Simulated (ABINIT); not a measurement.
Here is an ABINIT 10.8.3 (patched build) calculation.

File run.abi:

```
# Datasets: ground state, then fixed potential
ndtset 2

# Pseudopotentials
pp_dirpath "./"
pseudos "As.GGA_PBE-JTH.xml"

# Structure
acell 5.794879205 5.794879205 4.47 Angstrom
rprim
     0.3149332256    -0.9491138306     0.0000000000
     0.3149332256     0.9491138306     0.0000000000
     0.0000000000     0.0000000000     1.0000000000
ntypat 1
znucl 33
natom 4
typat 1 1 1 1
xred
     0.3900000000     0.6100000000     0.5600000000
     0.8900000000     0.1100000000     0.9400000000
     0.6100000000     0.3900000000     0.4400000000
     0.1100000000     0.8900000000     0.0600000000
chkprim 0
chksymtnons 0
tolsym 1.0e-6

# Plane-wave basis
ecut 18.0
pawecutdg 36.0

# Exchange and correlation
ixc -497498
usekden 1
pawxcdev 0

# Bands and occupations
occopt 3
tsmear 0.05 eV

# SCF cycle
nstep 100

# Output
iomode 3
prtwf 0
prteig 0
prtebands 0
prtden1 1
prtkden1 1

# Dataset 1
kptopt1 1
ngkpt1 6 6 4
nshiftk1 1
shiftk1 0.0 0.0 0.0
nband1 36
tolvrs1 1.0e-7

# Dataset 2: bands along G-X-S-R-A-Z-G-Y-X1-A1-T-Y
iscf2 -2
getden2 1
getkden2 1
nband2 42
nbdbuf2 4
tolwfr2 1.0e-11
kptopt2 -11
ndivsm2 8
prteig2 1
prtvol2 -3
kptbounds2
     0.0000000000     0.0000000000     0.0000000000
     0.2775258264     0.2775258264     0.0000000000
     0.0000000000     0.5000000000     0.0000000000
     0.0000000000     0.5000000000     0.5000000000
     0.2775258264     0.2775258264     0.5000000000
     0.0000000000     0.0000000000     0.5000000000
     0.0000000000     0.0000000000     0.0000000000
    -0.5000000000     0.5000000000     0.0000000000
    -0.2775258264     0.7224741736     0.0000000000
    -0.2775258264     0.7224741736     0.5000000000
    -0.5000000000     0.5000000000     0.5000000000
    -0.5000000000     0.5000000000     0.0000000000
```

Potentials or basis: JTH PAW PBE v2.0.

Launch:

```console
$ abinit run.abi > log 2>&1
```

(1) What does it give for the pressure?

(2) Estimate the band gap along the path.

Results:

(1) 1.3 GPa.

(2) none (metal or under the smearing width).

Caveat: the PAW data sets were made with another functional, which shifts forces and pressure a little.
